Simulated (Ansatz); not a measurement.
Starting cell, InN (zinc blende):

```yaml
crystal:
  lattice:
    - [0.00000, 4.99920, 4.99920]
    - [2.49960, 2.49960, 4.99920]
    - [2.49960, 2.49960, 0.00000]
  atoms:
    - { symbol: N, position: [0.00000, 0.75000, 0.75000] }
    - { symbol: N, position: [0.50000, 0.75000, 0.75000] }
    - { symbol: In, position: [0.00000, 0.00000, 0.00000] }
    - { symbol: In, position: [0.50000, 0.00000, 0.00000] }
```

The atoms are displaced by Q × the pattern below (from a DFPT mode at X = (0.5, 0.5, 0.0), largest move 1; Q in Å), at fixed cell. (q is in reciprocal vectors of the primitive cell; the cell shown is doubled to hold the pattern.)

```
atom      x      y       z
----  -----  -----  ------
N1    0.000  0.000   1.000
N2    0.000  0.000  -1.000
```

Atoms not listed stay in place.

Level of theory: r2SCAN (plane waves to 500 eV, PAW, scalar-relativistic; Ansatz, an electronic-structure program). k mesh 11×11×11 (Γ-centred), Fermi-Dirac smearing 0.05 eV. E stands for the smeared free energy. With partly filled bands, energies and forces of such displacements shift with the k mesh and the smearing. At this level the bands of InN touch or barely overlap; measurements give the solid a gap. InN was relaxed with its symmetry unable to fall. The zero of ΔE is the undisplaced structure. The last digit holds for this mesh only.

| Q (Å) | ΔE (meV/cell) |
|---|---|
| -0.1000 | 170.5 |
| -0.0833 | 118.5 |
| -0.0667 | withheld |
| -0.0500 | 42.7 |
| -0.0333 | 19.0 |
| -0.0167 | 4.8 |
| 0.0000 | 0.0 |
| 0.0167 | 4.8 |
| 0.0333 | 19.0 |
| 0.0500 | 42.7 |
| 0.0667 | withheld |
| 0.0833 | 118.5 |
| 0.1000 | 170.5 |

Problem. Fit an even polynomial form (powers 2, 4) to the given rows and predict ΔE at Q = 0.0667.

Solution. Least squares on the 11 given rows: ΔE = (17120)·Q² + (-6872)·Q⁴, in meV/cell with Q in Å; root-mean-square residual 0.03 meV/cell. At 0.0667 the fit gives 76.0 meV/cell; the calculation gives 75.9 meV/cell, so the interpolation is off by 0.1 (+0.1 %). The quadratic term alone would give 76.2 meV/cell.

(A displaced cell: forces are minus the slopes of the energy, force constants its curvatures, and phonons follow from these.)
